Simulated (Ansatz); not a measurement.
Computed with DFT PBE, scalar-relativistic, plane waves, PAW in Ansatz 0.2.0. Several structures of Li₂H were relaxed, and the powder pattern of one of them was computed from 10° to 70° in 2θ (λ = 1.5406 Å; lines under 1 % are left out).

Cu Kα1 powder pattern (kinematic, no thermal factors).
| 2θ (°) | relative intensity |
| --- | --- |
| 17.77 | 18 |
| 35.98 | 21 |
| 36.54 | 10 |
| 40.91 | 100 |
| 52.22 | 26 |
| 65.77 | 18 |
| 68.02 | 21 |

Task: Which structure gives it?
1.

```cif
data_structure
_symmetry_space_group_name_H-M 'P-3m1'
_symmetry_Int_Tables_number 164
_cell_length_a 2.8374
_cell_length_b 2.8374
_cell_length_c 4.9885
_cell_angle_alpha 90.000
_cell_angle_beta 90.000
_cell_angle_gamma 120.000
_cell_volume 34.78
loop_
_atom_site_label
_atom_site_type_symbol
_atom_site_symmetry_multiplicity
_atom_site_Wyckoff_symbol
_atom_site_fract_x
_atom_site_fract_y
_atom_site_fract_z
_atom_site_occupancy
Li1 Li 2 d 0.33333 0.66667 0.26429 1
H1 H 1 b 0.00000 0.00000 0.50000 1
```

2.

```cif
data_structure
_symmetry_space_group_name_H-M 'P-6m2'
_symmetry_Int_Tables_number 187
_cell_length_a 2.7979
_cell_length_b 2.7979
_cell_length_c 5.2104
_cell_angle_alpha 90.000
_cell_angle_beta 90.000
_cell_angle_gamma 120.000
_cell_volume 35.32
loop_
_atom_site_label
_atom_site_type_symbol
_atom_site_symmetry_multiplicity
_atom_site_Wyckoff_symbol
_atom_site_fract_x
_atom_site_fract_y
_atom_site_fract_z
_atom_site_occupancy
Li1 Li 2 i 0.66667 0.33333 0.76037 1
H1 H 1 a 0.00000 0.00000 0.00000 1
```

3.

```cif
data_structure
_symmetry_space_group_name_H-M 'P4/mmm'
_symmetry_Int_Tables_number 123
_cell_length_a 2.8517
_cell_length_b 2.8517
_cell_length_c 4.2411
_cell_angle_alpha 90.000
_cell_angle_beta 90.000
_cell_angle_gamma 90.000
_cell_volume 34.49
loop_
_atom_site_label
_atom_site_type_symbol
_atom_site_symmetry_multiplicity
_atom_site_Wyckoff_symbol
_atom_site_fract_x
_atom_site_fract_y
_atom_site_fract_z
_atom_site_occupancy
Li1 Li 1 a 0.00000 0.00000 0.00000 1
Li2 Li 1 d 0.50000 0.50000 0.50000 1
H1 H 1 c 0.50000 0.50000 0.00000 1
```

Result: 1. Its strongest line, at 2θ = 40.91°, has d = λ/(2 sin θ) = 2.204 Å and is the (1 0 1) reflection of the conventional P-3m1 cell with a = 2.837 Å, c = 4.988 Å. The others have their strongest lines at 37.1° (2); 38.0° (3).

The cells needn't be stable.
